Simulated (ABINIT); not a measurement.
Runs of ABINIT 10.8.3 (patched build) on TiAl3. The structure is tetragonal, space group I4/mmm (No. 139). The conventional cell has a = 3.822 Å, b = 3.822 Å, c = 8.561 Å, α = 90.00°, β = 90.00°, γ = 90.00°. Ti (site symmetry 4/mmm) has 12 Al at 2.70 to 2.87 Å as nearest neighbours. Al (site symmetry -4m2) has 8 Al at 2.70 to 2.87 Å and 4 Ti at 2.87 Å as nearest neighbours. Al (site symmetry 4/mmm) has 4 Ti at 2.70 Å and 8 Al at 2.87 Å as nearest neighbours. The cell comes from a database or a generator and needn't be the stable form of this composition.

| task | level | potentials or basis | cell | k mesh | cutoff (eV) | cell freedom (optcell) | cutoff smearing ecutsm (Ha) | optimiser (ionmov) | force stop (Ha/bohr) | fine-grid cutoff | mesh quality | gap on the mesh (eV) | pressure (GPa) | relaxed volume (Å³/atom) |
| --- | --- | --- | --- | --- | --- | --- | --- | --- | --- | --- | --- | --- | --- | --- |
| relaxation of cell and atoms | AM05 | JTH PAW PBE v2.0 | relaxed | 6 × 6 × 6 | 490 | 2 | 0.5 | 2 | 0.0001 | 979.61 eV | coarse | none | 0.0 | 15.57 |
| relaxation of cell and atoms | LDA | JTH PAW PBE v2.0 | relaxed | 6 × 6 × 6 | 490 | 2 | 0.5 | 2 | 0.0001 | 979.61 eV | coarse | none | 0.0 | (a) |
| single point | PBEsol | PseudoDojo NC SR PBEsol v0.4.1 standard | as given | 10 × 10 × 10 | 1143 | - | - | - | - | - | not flagged | none | -0.6 | - |
| single point | PBEsol | PseudoDojo NC SR PBEsol v0.4 stringent | as given | 10 × 10 × 10 | 1143 | - | - | - | - | - | not flagged | none | -0.6 | - |
| single point | PBEsol | JTH PAW PBE v2.0 | as given | 10 × 10 × 10 | 408 | - | - | - | - | 816.342 eV | not flagged | none | -0.2 | - |

Alike in all rows: no spin polarisation; smearing fermi-dirac 0.05 eV.

Problem. Estimate the missing entries.

Solution. (a) 15.27.

Caveats: some runs use coarse meshes; the PAW data sets were made with another functional, which shifts forces and pressure a little (some runs).

A gap of «none» marks a metal or a gap under the smearing width.

Runs at the PBE level aren't shown here.
